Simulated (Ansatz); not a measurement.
The system is Mn3Si.

```xyz
4
Lattice="0.0000 2.8610 2.8610 2.8610 0.0000 2.8610 2.8610 2.8610 0.0000" Properties=species:S:1:pos:R:3 pbc="T T T"
Mn    4.2915    4.2915    4.2915
Mn    1.4305    1.4305    1.4305
Mn    2.8610    2.8610    2.8610
Si    0.0000    0.0000    0.0000
```

- Program: Ansatz 0.2.0
- Task: relaxation of cell and atoms
- Functional: BLYP
- Dispersion: D4
- Potentials or basis: Ansatz PAW
- Cutoff: 420 eV (not typed: the program's choice for these potentials)
- k mesh: 8 × 8 × 8
- Occupations: fermi-dirac, width 0.05 eV
- Spin: collinear spin, ferromagnetic start
- Starting moments: [4.0, 4.0, 4.0, 0.0] μB

At the start: volume 11.71 Å³/atom.

Task: Where does the relaxation end?

Result: It ends after 5 steps and the volume is 11.02 Å³/atom (-5.9 %); space group Fm-3m (No. 225, to 0.05 Å); moment 1.04 μB per cell.

The path:
```csv
step,energy change (eV),largest force (eV/Å),volume (Å³)
1,0.0000,0.0000,46.84
2,-0.0899,0.0000,45.04
3,-0.1032,0.0000,44.00
4,-0.1032,0.0000,44.09
5,-0.1026,0.0000,44.09
```

Final structure:
```
CELL_PARAMETERS angstrom
0.00000 2.80398 2.80398
2.80398 0.00000 2.80398
2.80398 2.80398 0.00000
ATOMIC_POSITIONS crystal
Mn 0.75000 0.75000 0.75000
Mn 0.25000 0.25000 0.25000
Mn 0.50000 0.50000 0.50000
Si 0.00000 0.00000 0.00000
```

Caveat: the plane-wave basis is chosen anew once the cell has moved, so the energies of steps on either side of that aren't comparable; the PAW data sets come from PBE, with cores solved anew for the run's functional, which leaves a small shift of forces and pressure; the starting moments weren't kept.
